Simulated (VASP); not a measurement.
# Si32C (a cell with a defect) in VASP: notebook

Runs on Si32C (a cell with a defect). Level: PBE. Tasks: single point.

Program: VASP 6.6.1. These are calculated values, not measurements. Logs are shortened: lines on timing, memory, paths and dates and some standing lists are left out, and cuts for length are marked.

**1. The structure**

The cell holds a defect, 33 atoms: a = 9.474 Å, b = 9.474 Å, c = 9.474 Å, α = 109.47°, β = 109.47°, γ = 109.47°.

**2. Single point, PBE**

Input file INCAR:

```
SYSTEM = Si32C
  PREC = Accurate
  ENCUT = 520
  EDIFF = 1E-6
  ISMEAR = 0
  SIGMA = 0.02
  LREAL = Auto
  LASPH = .TRUE.
  NELM = 100
  ALGO = Fast
  ISIF = 2
  LWAVE = .FALSE.
  LCHARG = .FALSE.
  GGA = PE
  NBANDS = 88
```

Input file KPOINTS:

```
Automatic mesh
0
Gamma
  2 2 2
  0.5 0.5 0.5
```

Input file POSCAR:

```
Si32C
1.0
   -5.4696767048      5.4696767048     -5.4696767048
    5.4696767048      5.4696767048      5.4696767048
    5.4696767048     -5.4696767048     -5.4696767048
Si C
32 1
Direct
    0.2500000000      0.7500000000      0.7500000000
    0.0000000000      0.0000000000      0.7500000000
    0.5000000000      0.7500000000      0.5000000000
    0.7500000000      0.2500000000      0.7500000000
    0.2500000000      0.0000000000      0.5000000000
    0.5000000000      0.5000000000      0.7500000000
    0.0000000000      0.2500000000      0.5000000000
    0.7500000000      0.7500000000      0.2500000000
    0.5000000000      0.0000000000      0.2500000000
    0.7500000000      0.5000000000      0.5000000000
    0.0000000000      0.7500000000      0.0000000000
    0.2500000000      0.2500000000      0.2500000000
    0.0000000000      0.5000000000      0.2500000000
    0.7500000000      0.0000000000      0.0000000000
    0.5000000000      0.2500000000      0.0000000000
    0.2500000000      0.5000000000      0.0000000000
    0.2500000000      0.5000000000      0.7500000000
    0.0000000000      0.7500000000      0.7500000000
    0.5000000000      0.5000000000      0.5000000000
    0.7500000000      0.0000000000      0.7500000000
    0.2500000000      0.7500000000      0.5000000000
    0.5000000000      0.2500000000      0.7500000000
    0.0000000000      0.0000000000      0.5000000000
    0.7500000000      0.5000000000      0.2500000000
    0.5000000000      0.7500000000      0.2500000000
    0.7500000000      0.2500000000      0.5000000000
    0.0000000000      0.5000000000      0.0000000000
    0.2500000000      0.0000000000      0.2500000000
    0.0000000000      0.2500000000      0.2500000000
    0.7500000000      0.7500000000      0.0000000000
    0.5000000000      0.0000000000      0.0000000000
    0.2500000000      0.2500000000      0.0000000000
    0.0207488526      0.0005028822      0.0070994151
```

Potentials or basis: VASP PAW PBE potentials, release 64 (Si, C).

Command:

```
> cat potpaw_PBE.64/Si/POTCAR potpaw_PBE.64/C/POTCAR > POTCAR
> mpirun -np 1 vasp_std > vasp.out
```

OUTCAR:

```text
SYSTEM = Si32C
   PREC = Accurate
   ENCUT = 520
   EDIFF = 1E-6
   ISMEAR = 0
   LREAL = Auto
   LASPH = .TRUE.
   NELM = 100
   ISIF = 2
   GGA = PE

 ion  position               nearest neighbor table
   1  0.250  0.750  0.750-  17 2.37  18 2.37  21 2.37  31 2.37
   2  0.000  0.000  0.750-  18 2.37  20 2.37  23 2.37  32 2.37  33 2.38
   3  0.500  0.750  0.500-  19 2.37  20 2.37  21 2.37  25 2.37
   4  0.750  0.250  0.750-  20 2.37  22 2.37  26 2.37  27 2.37
   5  0.250  0.000  0.500-  21 2.37  22 2.37  23 2.37  28 2.37
   6  0.500  0.500  0.750-  17 2.37  19 2.37  22 2.37  30 2.37
   7  0.000  0.250  0.500-  17 2.37  23 2.37  26 2.37  29 2.37
   8  0.750  0.750  0.250-  23 2.37  24 2.37  25 2.37  30 2.37
   9  0.500  0.000  0.250-  25 2.37  26 2.37  28 2.37  31 2.37
  10  0.750  0.500  0.500-  18 2.37  19 2.37  24 2.37  26 2.37
  11  0.000  0.750  0.000-  33 2.29  27 2.37  28 2.37  30 2.37  18 2.37
  12  0.250  0.250  0.250-  33 2.28  28 2.37  29 2.37  32 2.37  19 2.37
  13  0.000  0.500  0.250-  21 2.37  24 2.37  27 2.37  29 2.37
  14  0.750  0.000  0.000-  20 2.37  29 2.37  30 2.37  31 2.37  33 2.54
  15  0.500  0.250  0.000-  22 2.37  24 2.37  31 2.37  32 2.37
  16  0.250  0.500  0.000-  17 2.37  25 2.37  27 2.37  32 2.37
  17  0.250  0.500  0.750-   1 2.37   6 2.37   7 2.37  16 2.37
  18  0.000  0.750  0.750-   1 2.37   2 2.37  10 2.37  11 2.37
  19  0.500  0.500  0.500-   3 2.37   6 2.37  10 2.37  12 2.37
  20  0.750  0.000  0.750-   2 2.37   3 2.37   4 2.37  14 2.37
  21  0.250  0.750  0.500-   1 2.37   3 2.37   5 2.37  13 2.37
  22  0.500  0.250  0.750-   4 2.37   5 2.37   6 2.37  15 2.37
  23  0.000  0.000  0.500-   2 2.37   5 2.37   7 2.37   8 2.37
  24  0.750  0.500  0.250-   8 2.37  10 2.37  13 2.37  15 2.37
  25  0.500  0.750  0.250-   3 2.37   8 2.37   9 2.37  16 2.37
  26  0.750  0.250  0.500-   4 2.37   7 2.37   9 2.37  10 2.37
  27  0.000  0.500  0.000-   4 2.37  11 2.37  13 2.37  16 2.37
  28  0.250  0.000  0.250-   5 2.37   9 2.37  11 2.37  12 2.37  33 2.59
  29  0.000  0.250  0.250-   7 2.37  12 2.37  13 2.37  14 2.37
  30  0.750  0.750  0.000-   6 2.37   8 2.37  11 2.37  14 2.37
  31  0.500  0.000  0.000-   1 2.37   9 2.37  14 2.37  15 2.37
  32  0.250  0.250  0.000-   2 2.37  12 2.37  15 2.37  16 2.37
  33  0.021  0.001  0.007-  12 2.28  11 2.29   2 2.38  14 2.54  28 2.59

  LATTYP: Found a body centered cubic cell.
 ALAT       =    10.9393534096

  Lattice vectors:

 A1 = (  -5.4696767048,   5.4696767048,  -5.4696767048)
 A2 = (   5.4696767048,   5.4696767048,   5.4696767048)
 A3 = (   5.4696767048,  -5.4696767048,  -5.4696767048)

Analysis of symmetry for initial positions (statically):
=====================================================================
 Subroutine PRICEL returns:
 Original cell was already a primitive cell.
[... 174 lines left out ...]
   NELECT =     132.0000    total number of electrons
   NUPDOWN=      -1.0000    fix difference up-down
   EMIN   =  10.00;   EMAX   =-10.00  energy-range for DOS
   EFERMI =   0.00;   METHOD = LEGACY
   ISMEAR =     0;   SIGMA  =   0.02  broadening in eV -4-tet -1-fermi 0-gaus
   EFERMI_NEDOS =   21; number of points for ismear=-14 and -15
   IALGO  =     68    algorithm
   IMIX   =      4    mixing-type and parameters
     AMIX     =   0.40;   BMIX     =  1.00
     AMIX_MAG =   1.60;   BMIX_MAG =  1.00
  volume/ion in A,a.u.               =      19.83       133.85
  Fermi-wavevector in a.u.,A,eV,Ry     =   0.960029  1.814192 12.539895  0.921656
  Thomas-Fermi vector in A             =   2.089278
   LORBIT       =      0    0 simple, 1 ext, 2 COOP (PROOUT), +10 PAW based schemes
   GGA     = PE    functional components
   LHFCALC =     F    Hartree Fock is set to
   AEXX    =    0.0000 exact exchange contribution
   IVDW    =     0    specifies the selected vdW correction
   LEPSILON=     F    determine dielectric tensor
   LRPA    =     F    only Hartree local field effects (RPA)
 non-spin polarized calculation
 RMM-DIIS sequential band-by-band and
 Gauss-broadening in eV      SIGMA  =   0.02
  energy-cutoff  :      520.00
  volume of cell :      654.55
 maximum number of plane-waves:     17628
 NGX is ok and might be reduce to    70
   NGX = 35   NGY = 35   NGZ = 35

 number of electron     132.0000009 magnetization

 Free energy of the ion-electron system (eV)
  ---------------------------------------------------
  ext. energy  EPLUGINS =         0.00000000
  ---------------------------------------------------
  free energy    TOTEN  =      -176.64330569 eV

  energy without entropy =     -176.64233974  energy(sigma->0) =     -176.64282271

 E-fermi :   6.1680     XC(G=0):  -9.4171

 val. band max:        6.1402511990   @ k =   0.2500  -0.2500   0.2500
 cond. band min:       6.1962541555   @ k =   0.2500   0.2500   0.2500
 fundamental gap:      0.0560029565
 Fermi energy:         6.1680119498

 k-point     1 :       0.2500    0.2500    0.2500
  band No.  band energies     occupation
      1      -6.6009      2.00000
      2      -5.3521      2.00000
      3      -5.3518      2.00000
      4      -5.3273      2.00000
      5      -4.2857      2.00000
      6      -3.7332      2.00000
[... 313 lines left out ...]
     77       8.0730      0.00000
     78       8.0901      0.00000
 [bands above 78 left out]

------------------------ aborting loop because EDIFF is reached ----------------------------------------

  FORCE on cell =-STRESS in cart. coord.  units (eV):
  Direction    XX          YY          ZZ          XY          YZ          ZX
  --------------------------------------------------------------------------------------
  -------------------------------------------------------------------------------------
  Total        0.3457870      0.3244058     -0.1433542      0.2500025      0.1346182     -0.1463619
  in kB        0.8463972      0.7940616     -0.3508940      0.6119415      0.3295105     -0.3582561
  external PRESSURE =       0.4298549 kB  Pullay stress =       0.0000000 kB

 VOLUME and BASIS-vectors are now :
 -----------------------------------------------------------------------------
  energy-cutoff  :      520.00
  volume of cell :      654.55
      direct lattice vectors                 reciprocal lattice vectors
    -5.469676705  5.469676705 -5.469676705     0.000000000  0.091413081 -0.091413081
     5.469676705  5.469676705  5.469676705     0.091413081  0.091413081  0.000000000
     5.469676705 -5.469676705 -5.469676705     0.091413081  0.000000000 -0.091413081

 POSITION                                       TOTAL-FORCE (eV/Angst)
 -----------------------------------------------------------------------------------
      6.83710      1.36742     -1.36742         0.058823     -0.000107     -0.013327
      4.10226     -4.10226     -4.10226         0.454143     -0.457847     -0.489092
      4.10226      4.10226     -1.36742        -0.038315     -0.013209      0.036117
      1.36742      1.36742     -6.83710         0.012572      0.037957      0.034235
      1.36742     -1.36742     -4.10226         0.091151     -0.089967     -0.026748
      4.10226      1.36742     -4.10226        -0.047827     -0.046150      0.014605
[... 25 lines left out ...]
      0.00000      2.73484      0.00000        -0.041751      0.017012     -0.024391
     -0.07191      0.07741     -0.14957        -0.290496      0.298447     -0.520445
 -----------------------------------------------------------------------------------
    total drift:                               -0.001392     -0.000581      0.000083

  FREE ENERGIE OF THE ION-ELECTRON SYSTEM (eV)
  ---------------------------------------------------
  free  energy   TOTEN  =      -176.6433056885 eV

  energy  without entropy=     -176.6423397395  energy(sigma->0) =     -176.64282271
```

stdout:

```text
POSCAR found type information on POSCAR SiC
 POSCAR found :  2 types and      33 ions
 scaLAPACK will be used
 LDA part: xc-table for (Slater+PW92), standard interpolation
 POSCAR, INCAR and KPOINTS ok, starting setup
 FFT: planning ... GRIDC
 FFT: planning ... GRID_SOFT
 FFT: planning ... GRID
 WAVECAR not read
 entering main loop
```

Run time: 5.1 min. Hardware: 1 thread of Intel Xeon 6975P-C (Granite Rapids), shared host; peak memory 0.71 GiB.

Results:

* Free energy: -176.6433 eV
* Pressure: 0.0 GPa
* Largest force: 0.880 eV/Å
* Band gap on the k mesh: 0.06 eV, indirect (least direct gap 0.08 eV)

Forces in eV/Å, atoms in the order of the input:
```
Si   0.059  0.000 -0.013
Si   0.454 -0.458 -0.489
Si  -0.038 -0.013  0.036
Si   0.013  0.038  0.034
Si   0.091 -0.090 -0.027
Si  -0.048 -0.046  0.015
Si   0.014  0.000 -0.037
Si   0.000 -0.014 -0.036
Si  -0.038  0.039  0.062
Si  -0.066 -0.075  0.064
Si   0.484  0.467  0.563
Si  -0.465 -0.489  0.565
Si   0.045  0.048  0.014
Si  -0.389  0.391 -0.433
Si  -0.001 -0.059 -0.016
Si   0.078  0.064  0.065
Si   0.005 -0.024  0.015
Si  -0.020  0.040 -0.025
Si   0.266  0.234 -0.253
Si   0.012 -0.012  0.027
Si  -0.007 -0.009  0.033
Si   0.009  0.006  0.034
Si  -0.206  0.207  0.262
Si   0.024 -0.006  0.015
Si   0.012 -0.036  0.016
Si   0.035 -0.012  0.017
Si  -0.231 -0.265 -0.251
Si  -0.035  0.033  0.045
Si   0.064 -0.025  0.014
Si   0.025 -0.062  0.013
Si   0.188 -0.189  0.216
Si  -0.042  0.017 -0.024
C   -0.290  0.298 -0.520
```

(Continued in part 2 of 2.)
